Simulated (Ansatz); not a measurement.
# Compressing BaS: a fit and a missing row

BaS, Fm-3m, a = 6.425 Å. Ansatz: r2SCAN, PAW, 500 eV, Γ-centred 6×6×6 mesh on 2 atoms, Gaussian smearing 0.02 eV; no spin polarisation. Symmetry fixes shape and atoms, so the cell is only scaled; pressure is positive in compression.

```
V (Å³/atom) P (GPa)
     31.171     3.15
     32.166        ?
     33.160    -0.01
     34.155    -1.24
     35.150    -2.29
```

Task: Take V0 = 33.160 Å³/atom, count pressures from its P0 = -0.01 GPa, fit the third-order Birch–Murnaghan form to the other rows, and predict the missing pressure.

Result: With the Eulerian strain f = ½[(V0/V)^(2/3) − 1] and y = (P − P0)/[3f(1 + 2f)^(5/2)], the form is the line y = B0 + 1.5 B0 (B0′ − 4) f. Rows (f, y): 0.02105, 45.1; -0.00976, 44.1; -0.01905, 44.0. Means f = -0.002587, y = 44.400; Σ(Δf)² = 0.0008812, ΣΔfΔy = 0.02528; the slope is their ratio. y = 44.47 + 28.69 f GPa, so B0 = 44.5 GPa and B0′ = 4 + 2 × (28.69)/(3 × 44.47) = 4.43. At V = 32.166, f = 0.01025, y = 44.76 and P = 1.44 GPa. The run gave 1.44 GPa, the same to the digits shown.